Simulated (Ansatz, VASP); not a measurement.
# One calculation of NbSi2, two programs

```
Nb Si
1.0
     4.79554    0.00000    0.00000
    -2.39777    4.15306    0.00000
     0.00000    0.00000    6.57988
Nb Si
3 6
Direct
  0.50000 0.50000 0.66667
  0.50000 0.00000 0.00000
  0.00000 0.50000 0.33333
  0.68324 0.84162 0.33333
  0.84162 0.68324 0.00000
  0.84162 0.15838 0.66667
  0.31676 0.15838 0.33333
  0.15838 0.31676 0.00000
  0.15838 0.84162 0.66667
```

Alike in both runs: functional r2SCAN; k mesh 9 × 9 × 6; occupations gaussian, width 0.1 eV; no spin polarisation.

Ansatz relaxed the structure, and its values are those at the end. VASP's run is a single point on that final structure, the one shown.

|  | VASP | Ansatz |
| --- | --- | --- |
| version | VASP 6.6.1 | Ansatz 0.2.0 |
| potentials or method | VASP PAW PBE potentials, release 64 (Nb_sv, Si) | scalar-relativistic, plane waves, PAW |
| plane-wave cutoff (eV) | 520 | 500 |
| valence electrons in the cell | 63 | 63 |

VASP gave:

| Item | Value |
| --- | --- |
| gap on the k mesh at the Fermi level (eV) | none |
| pressure (GPa) | -0.2 |

Task: Estimate Ansatz's values.

Result: gap on the k mesh at the Fermi level (eV): none; pressure (GPa): 0.0.

A gap of «none» marks a metal or a gap that the smearing closes. With one functional, cell and mesh, what is left measures potentials, basis and numerics. Ansatz warned: «structure_snapped_to_symmetry».

Caveats: the PAW data sets were made with another functional, which shifts forces and pressure a little (VASP).
